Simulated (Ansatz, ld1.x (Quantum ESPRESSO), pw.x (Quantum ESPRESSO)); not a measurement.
Al: does the TM potential hold in the solid?

aluminium (Al), norm-conserving Troullier–Martins (Kleinman–Bylander form), made with ld1.x (Quantum ESPRESSO) 7.5 (PBE, scalar-relativistic). Core [Ne], reference 3s2 3p1. Waves: 3s (bound): rc 1.85 bohr; 3p (bound): rc 2.20 bohr. Local part: all-electron potential smoothed inside 1.60 bohr (lloc = -1). Core correction: none.

Atomic tests: cutoffs needed: 10 Ry and 30 Ry (the cutoffs (Ry, on a coarse ladder) from which the occupation-weighted sum of valence levels, in a spherical-Bessel basis at the reference potential, stays within 10 and 1 mRy of its value at 400 Ry); ghost test: no extra level below or beside the all-electron valence levels (s, p, d, f tested) (spherical-Bessel basis up to 400 Ry, 20 bohr box); largest excitation error: +30 meV (all-electron minus pseudo) for 3s1 3p0, out of 7 test configurations.

Crystal test: bcc Al in pw.x 7.5, no spin, 14³ k-points, Fermi–Dirac smearing 0.01 Ry, cutoffs 40/160 Ry. The reference is all-electron LAPW (Ansatz 0.2.0) with the same functional, mesh and smearing; V0 and B0 come from Birch–Murnaghan fits to the pressures at five volumes. Errors are pseudo minus all-electron; Δ is the rms difference of the E(V) curves that follow from these fits, minima aligned, over ±6 % about the mean V0. Mesh and smearing are coarse, so the numbers serve the comparison and aren't converged zero-temperature values; the lattice is a test structure that the element need not adopt.

All-electron: a0 = 3.237 Å (V0 = 16.96 Å³/atom), B0 = 68.4 GPa.

Task: How far does the potential miss the all-electron equation of state?

Result: mean pressure error (GPa): +1.92; a0 (Å): 3.267; a0 error (%): +0.91; B0 error (%): -3.5; Δ (meV/atom): 6.9. This is a poor potential for the solid.

```json
{"V (Å³/atom)": "16.098", "P all-electron (GPa)": "4.02", "P pseudo (GPa)": "6.23"}
{"V (Å³/atom)": "16.521", "P all-electron (GPa)": "1.91", "P pseudo (GPa)": "3.97"}
{"V (Å³/atom)": "16.945", "P all-electron (GPa)": "0.07", "P pseudo (GPa)": "1.98"}
{"V (Å³/atom)": "17.369", "P all-electron (GPa)": "-1.53", "P pseudo (GPa)": "0.23"}
{"V (Å³/atom)": "17.792", "P all-electron (GPa)": "-2.94", "P pseudo (GPa)": "-1.30"}
```

Task: At the middle volume, how do free energy and pressure move when the wave cutoff is lowered (ecutrho kept at four times it)?

Result:

```
cutoff (Ry)  shift of F (meV/atom)  shift of P (GPa)
         18                  +23.0             -0.14
         24                  +10.8             -0.32
         32                   +1.2             -0.10
```

The run at the middle volume (104 k-points, 6 iterations) took about 4.1 s on one core of a shared host (AMD EPYC 9R14, 192 threads, 1480 GiB, load 112).
